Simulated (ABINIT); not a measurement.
Runs of ABINIT 10.8.3 (patched build) on SnSe2. It takes space group P-3m1 (No. 164, trigonal). Conventional cell: a = 3.811 Å, b = 3.811 Å, c = 6.136 Å, α = 90.00°, β = 90.00°, γ = 120.00°. Sn (site symmetry -3m) has 6 Se at 2.68 Å as nearest neighbours. Se (site symmetry 3m) has 3 Sn at 2.68 Å as nearest neighbours. 

```tsv
task	level	potentials or basis	cell	k mesh	cutoff (eV)	fine-grid cutoff	cutoff smearing ecutsm (Ha)	optimiser	force threshold (eV/Å)	dispersion computed by	gap on the mesh (eV)	pressure (GPa)	relaxed volume (Å³/atom)	largest force (eV/Å)
relaxation of cell and atoms	PBE+D3	JTH PAW PBE v2.0	relaxed	5 × 5 × 3	599	1197.3 eV	0.5	BFGS	0.05	simple-dftd3 1.7.0	0.68	0.2	(a)	0.03
band structure	TB-mBJ	JTH PAW LDA v2.0	as given	6 × 6 × 4	707	1306.15 eV	-	-	-	-	(b)	-	-	-
relaxation of cell and atoms	PBE+D4	JTH PAW PBE v2.0	relaxed	5 × 5 × 3	599	1197.3 eV	0.5	BFGS	0.05	dftd4 4.3.1	0.61	0.3	25.83	0.04
relaxation of cell and atoms	PBE+D3(BJ)	JTH PAW PBE v2.0	relaxed	5 × 5 × 3	599	1197.3 eV	0.5	BFGS	0.05	simple-dftd3 1.7.0	0.61	0.2	25.88	0.04
```

Alike in all rows: no spin polarisation; smearing fermi-dirac 0.05 eV.

**Question.** Estimate the missing entries.

**Answer.** (a) 26.74; (b) 1.35.

Caveats: spin-orbit coupling is left out, which moves the levels of the heavy elements; an odd mesh through Γ misses points on the zone boundary, where band edges often lie (some runs); the constant c of TB-mBJ comes from the pseudo density here, which moves gaps by up to 0.3 eV between sets of potentials (some runs); the PAW data sets were made with another functional, which shifts forces and pressure a little (some runs).

A k mesh can miss the band edges, and the runs leave out spin-orbit coupling on Se, Sn.
